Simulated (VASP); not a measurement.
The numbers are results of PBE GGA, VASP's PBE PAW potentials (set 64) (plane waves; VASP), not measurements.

VASP ran on this input.

INCAR:
```
! general
SYSTEM  = CsCl
PREC    = Accurate
ENCUT   = 520
LREAL   = .False.
LASPH   = .True.

! electronic loop
EDIFF   = 1E-7
NELM    = 100
ALGO    = Normal
LMAXMIX = 4

! smearing
ISMEAR  = -5

! functional
GGA     = PE

! ions
ISIF    = 2

! output
LWAVE   = .False.
LCHARG  = .True.
LORBIT  = 11
NEDOS   = 601
```

**KPOINTS**
```
Automatic mesh
0
Gamma
7 7 7
```

**POSCAR**
```
CsCl
1
    4.2098956288     0.0000000000     0.0000000000
    0.0000000000     4.2098956288     0.0000000000
    0.0000000000     0.0000000000     4.2098956288
Cs Cl
1 1
Direct
  0.0000000000   0.0000000000   0.0000000000
  0.5000000000   0.5000000000   0.5000000000
```

POTCAR, in this order: Cs_sv Cl (PBE.64 set). Program: vasp_std.

What VASP printed:

### OUTCAR
```
 ion  position               nearest neighbor table
   1  0.000  0.000  0.000-
   2  0.500  0.500  0.500-
  LATTYP: Found a simple cubic cell.
 ALAT       =     4.2098956288
 Subroutine PRICEL returns:
 Original cell was already a primitive cell.
 Subroutine GETGRP returns: Found 48 space group operations
The static configuration has the point symmetry O_h .
The dynamic configuration has the point symmetry O_h .
 Subroutine INISYM returns: Found 48 space group operations
 Subroutine IBZKPT returns following result:
 Found     20 irreducible k-points:

 Following reciprocal coordinates:
            Coordinates               Weight
  0.000000  0.000000  0.000000      1.000000
  0.142857  0.000000  0.000000      6.000000
  0.285714  0.000000  0.000000      6.000000
  0.428571  0.000000  0.000000      6.000000
  0.142857  0.142857  0.000000     12.000000
  0.285714  0.142857  0.000000     24.000000
  0.428571  0.142857  0.000000     24.000000
  0.285714  0.285714  0.000000     12.000000
  0.428571  0.285714  0.000000     24.000000
...
```

File OSZICAR:
```
       N       E                     dE             d eps       ncg     rms          rms(c)
DAV:   1     0.984242333123E+02    0.98424E+02   -0.68285E+03   480   0.114E+03
DAV:   2     0.102563982029E+01   -0.97399E+02   -0.89995E+02   712   0.185E+02
DAV:   3    -0.688362752873E+01   -0.79093E+01   -0.78788E+01   576   0.615E+01
DAV:   4    -0.697784886835E+01   -0.94221E-01   -0.94179E-01   572   0.796E+00
DAV:   5    -0.697921259733E+01   -0.13637E-02   -0.13636E-02   612   0.983E-01    0.232E+00
DAV:   6    -0.658867265368E+01    0.39054E+00   -0.66627E-01   540   0.454E+00    0.179E+00
DAV:   7    -0.654028734661E+01    0.48385E-01   -0.20259E-01   620   0.249E+00    0.106E+00
DAV:   8    -0.654078612832E+01   -0.49878E-03   -0.16769E-02   592   0.977E-01    0.146E-01
DAV:   9    -0.654130351923E+01   -0.51739E-03   -0.43636E-03   596   0.418E-01    0.125E-01
DAV:  10    -0.654139553329E+01   -0.92014E-04   -0.40001E-04   576   0.156E-01    0.172E-02
DAV:  11    -0.654141180365E+01   -0.16270E-04   -0.41982E-05   620   0.458E-02    0.661E-03
DAV:  12    -0.654141158028E+01    0.22337E-06   -0.11591E-05   584   0.216E-02    0.325E-03
DAV:  13    -0.654141140260E+01    0.17767E-06   -0.42354E-07   612   0.491E-03    0.141E-03
DAV:  14    -0.654141143792E+01   -0.35315E-07   -0.26349E-07   552   0.295E-03
   1 F= -.65414114E+01 E0= -.65414114E+01  d E =0.000000E+00
```

**OUTCAR**
```
------------------------ aborting loop because EDIFF is reached ----------------------------------------
  FORCE on cell =-STRESS in cart. coord.  units (eV):
  Direction    XX          YY          ZZ          XY          YZ          ZX
  --------------------------------------------------------------------------------------
  Total       -0.0105273     -0.0105273     -0.0105273      0.0000000     -0.0000000      0.0000000
  in kB       -0.2260542     -0.2260542     -0.2260542      0.0000000     -0.0000000      0.0000000
  external PRESSURE =      -0.2260542 kB  Pullay stress =       0.0000000 kB
  volume of cell :       74.61
      direct lattice vectors                 reciprocal lattice vectors
     4.209895629  0.000000000  0.000000000     0.237535580  0.000000000  0.000000000
     0.000000000  4.209895629  0.000000000     0.000000000  0.237535580  0.000000000
     0.000000000  0.000000000  4.209895629     0.000000000  0.000000000  0.237535580
 POSITION                                       TOTAL-FORCE (eV/Angst)
 -----------------------------------------------------------------------------------
      0.00000      0.00000      0.00000         0.000000      0.000000      0.000000
      2.10495      2.10495      2.10495         0.000000      0.000000      0.000000
 -----------------------------------------------------------------------------------
    total drift:                                0.000000      0.000000     -0.000000
  FREE ENERGIE OF THE ION-ELECTRON SYSTEM (eV)
  ---------------------------------------------------
  free  energy   TOTEN  =        -6.5414114379 eV

  energy  without entropy=       -6.5414114379  energy(sigma->0) =       -6.54141144

 total charge

# of ion       s       p       d       tot
------------------------------------------
    1        1.833   4.710   0.026   6.569
    2        1.590   3.544   0.000   5.134
--------------------------------------------------
tot          3.424   8.254   0.026  11.703
```
(Selected blocks of OUTCAR.)

**OUTCAR**
```
 val. band max:       -0.6299731487   @ k =   0.0000   0.0000   0.0000

 cond. band min:       4.3565000808   @ k =   0.0000   0.0000   0.0000


 Fermi energy:        -0.6264669615

 k-point     1 :       0.0000    0.0000    0.0000
  band No.  band energies     occupation
      1     -20.1040      2.00000
      2     -12.7270      2.00000
      3      -6.6311      2.00000
      4      -6.6311      2.00000
      5      -6.6311      2.00000
      6      -0.6300      2.00000
      7      -0.6300      2.00000
      8      -0.6300      2.00000
      9       4.3565      0.00000
     10       4.8105      0.00000
     11       4.8105      0.00000
     12       9.1677      0.00000

 k-point     2 :       0.1429    0.0000    0.0000
  band No.  band energies     occupation
      1     -20.0924      2.00000
      2     -12.7310      2.00000
      3      -6.7294      2.00000
      4      -6.6107      2.00000
      5      -6.6107      2.00000
      6      -0.8672      2.00000
      7      -0.6632      2.00000
      8      -0.6632      2.00000
      9       4.7980      0.00000
     10       4.9381      0.00000
     11       5.2494      0.00000
     12       9.0027      0.00000

 k-point     3 :       0.2857    0.0000    0.0000
  band No.  band energies     occupation
      1     -20.0659      2.00000
      2     -12.7412      2.00000
      3      -6.9336      2.00000
      4      -6.5638      2.00000
      5      -6.5638      2.00000
      6      -1.3206      2.00000
      7      -0.7404      2.00000
      8      -0.7404      2.00000
      9       5.2850      0.00000
     10       5.7439      0.00000
     11       6.4230      0.00000
     12       8.7435      0.00000

 k-point     4 :       0.4286    0.0000    0.0000
  band No.  band energies     occupation
      1     -20.0444      2.00000
      2     -12.7508      2.00000
      3      -7.0827      2.00000
      4      -6.5253      2.00000
      5      -6.5253      2.00000
      6      -1.6320      2.00000
...
```

Unless said otherwise, spin-orbit coupling is left out, though it shifts the bands of the heavy elements here.

The compound is CsCl in the CsCl type structure. It was relaxed first, which changed the volume by +7 %.
